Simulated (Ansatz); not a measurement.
Wurtzite AlN, relaxed with r2SCAN in Ansatz 0.2.0. The symmetry is P6_3mc (No. 186, hexagonal); a = 3.107 Å, c = 4.979 Å in the conventional setting, 10.40 Å³ an atom. Al is surrounded by 4 N at 1.89–1.90 Å; N is surrounded by 4 Al at 1.89–1.90 Å.

The axes x, y and z are those of this cell:
```xyz
4
Lattice="3.1067 0.0000 0.0000 -1.5533 2.6905 0.0000 0.0000 0.0000 4.9786" Properties=species:S:1:pos:R:3 pbc="T T T"
Al    0.0000    1.7937   -0.0164
Al    1.5533    0.8968    2.4729
N     0.0000    1.7937    1.8834
N     1.5533    0.8968    4.3727
```

Unstrained: With PBE the gap is 4.232 eV and direct, at Γ. r2SCAN gives a direct gap of 4.880 eV at Γ. The HSE06 gap is direct at Γ: 5.599 eV. Meshes: PBE 12×12×6, r2SCAN 12×12×6, HSE06 6×6×4. Strains are changes of length per length. After each strain the atoms were relaxed again with r2SCAN within the symmetry that the strain leaves, so tilts or polar shifts that break it weren't tested; points keep the names that they have in the unstrained zone. Spin-unpolarised throughout; all numbers are computed.

(1) Estimate what isotropic -4.0 % on every length does to the gap.

(2) Apply isotropic -1.0 % on every length. How far does the gap move, against the unstrained cell?

(3) Estimate what isotropic +3.0 % on every length does to the gap.

(4) Apply isotropic +4.0 % on every length. How far does the gap move, against the unstrained cell?

(5) Apply isotropic -2.0 % on every length. How far does the gap move, against the unstrained cell?

(6) Estimate what isotropic +2.0 % on every length does to the gap.

(7) Apply isotropic -3.0 % on every length. How far does the gap move, against the unstrained cell?

(8) Estimate what isotropic +1.0 % on every length does to the gap.

(9) Order the strained cells by their HSE06 gap, smallest first.
A. isotropic +2.0 % on every length
B. isotropic +1.0 % on every length
C. isotropic -1.0 % on every length
D. isotropic -4.0 % on every length
E. isotropic +4.0 % on every length
F. isotropic +3.0 % on every length
G. isotropic -2.0 % on every length
H. isotropic -3.0 % on every length

Answers

(1) PBE: the gap goes from 4.232 to 5.101 eV (+0.869 eV); it turns from direct (Γ) to indirect (Γ → K); with r2SCAN the top three valence levels at Γ, grouped 1+2 from the top over 223 meV, become 1+2 over 272 meV. r2SCAN: the gap goes from 4.880 to 5.773 eV (+0.893 eV); it turns from direct (Γ) to indirect (Γ → K). HSE06: the gap goes from 5.599 to 6.434 eV (+0.835 eV); it turns from direct (Γ) to indirect (Γ → K). The r2SCAN energy rises by 110.6 meV an atom.

(2) PBE: the gap goes from 4.232 to 4.497 eV (+0.265 eV); with r2SCAN the top three valence levels at Γ, grouped 1+2 from the top over 223 meV, become 1+2 over 235 meV. r2SCAN: the gap goes from 4.880 to 5.158 eV (+0.278 eV). HSE06: the gap goes from 5.599 to 5.889 eV (+0.290 eV). The r2SCAN energy rises by 6.3 meV an atom.

(3) PBE: the gap goes from 4.232 to 3.483 eV (-0.749 eV); with r2SCAN the top three valence levels at Γ, grouped 1+2 from the top over 223 meV, become 1+2 over 188 meV. r2SCAN: the gap goes from 4.880 to 4.092 eV (-0.788 eV). HSE06: the gap goes from 5.599 to 4.774 eV (-0.825 eV). The r2SCAN energy rises by 51.0 meV an atom.

(4) PBE: the gap goes from 4.232 to 3.249 eV (-0.983 eV); with r2SCAN the top three valence levels at Γ, grouped 1+2 from the top over 223 meV, become 1+2 over 176 meV. r2SCAN: the gap goes from 4.880 to 3.845 eV (-1.035 eV). HSE06: the gap goes from 5.599 to 4.514 eV (-1.085 eV). The r2SCAN energy rises by 88.1 meV an atom.

(5) PBE: the gap goes from 4.232 to 4.769 eV (+0.537 eV); with r2SCAN the top three valence levels at Γ, grouped 1+2 from the top over 223 meV, become 1+2 over 247 meV. r2SCAN: the gap goes from 4.880 to 5.443 eV (+0.563 eV). HSE06: the gap goes from 5.599 to 6.186 eV (+0.587 eV). The r2SCAN energy rises by 26.1 meV an atom.

(6) PBE: the gap goes from 4.232 to 3.725 eV (-0.507 eV); with r2SCAN the top three valence levels at Γ, grouped 1+2 from the top over 223 meV, become 1+2 over 200 meV. r2SCAN: the gap goes from 4.880 to 4.347 eV (-0.533 eV). HSE06: the gap goes from 5.599 to 5.042 eV (-0.557 eV). The r2SCAN energy rises by 23.3 meV an atom.

(7) PBE: the gap goes from 4.232 to 5.050 eV (+0.818 eV); with r2SCAN the top three valence levels at Γ, grouped 1+2 from the top over 223 meV, become 1+2 over 259 meV. r2SCAN: the gap goes from 4.880 to 5.737 eV (+0.857 eV). HSE06: the gap goes from 5.599 to 6.413 eV (+0.814 eV); it turns from direct (Γ) to indirect (Γ → K). The r2SCAN energy rises by 60.4 meV an atom.

(8) PBE: the gap goes from 4.232 to 3.975 eV (-0.257 eV); with r2SCAN the top three valence levels at Γ, grouped 1+2 from the top over 223 meV, become 1+2 over 211 meV. r2SCAN: the gap goes from 4.880 to 4.610 eV (-0.270 eV). HSE06: the gap goes from 5.599 to 5.317 eV (-0.282 eV). The r2SCAN energy rises by 6.0 meV an atom.

(9) E (4.51 eV), F (4.77 eV), A (5.04 eV), B (5.32 eV), C (5.89 eV), G (6.19 eV), H (6.41 eV), D (6.43 eV).

The meshes of the hybrids are coarse, so their gaps aren't converged to the digits shown.

The splittings at Γ are without spin-orbit coupling, which regroups them where it is of like size or larger.
